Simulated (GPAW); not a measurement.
NaI:

```
CELL_PARAMETERS angstrom
0.00000 3.23640 3.23640
3.23640 0.00000 3.23640
3.23640 3.23640 0.00000
ATOMIC_POSITIONS crystal
I 0.50000 0.50000 0.50000
Na 0.00000 0.00000 0.00000
```

Base run:

| Item | Value |
| --- | --- |
| Program | GPAW 26.7.0 |
| Functional | PBE |
| Potentials or basis | GPAW PAW data sets (gpaw-data 1.2.1) |
| Cutoff | 800 eV |
| Basis | pw |
| k mesh | 7 × 7 × 7 |
| Occupations | fermi-dirac, width 0.05 eV |
| Spin | no spin polarisation |

Its results: band gap on the k mesh 3.66 eV, direct; pressure 0.4 GPa.

Task: The run is repeated on the same cell with these changes: functional from PBE to r2SCAN. What comes out?

Result: Band gap on the k mesh 4.44 eV, direct; pressure 0.0 GPa.

r2SCAN gives the wider gap, since meta-GGAs in the generalised Kohn-Sham scheme recover part of the derivative discontinuity.

Caveats: spin-orbit coupling is left out, which moves the levels of the heavy elements; the PAW data sets were made with another functional, which shifts forces and pressure a little (some runs).
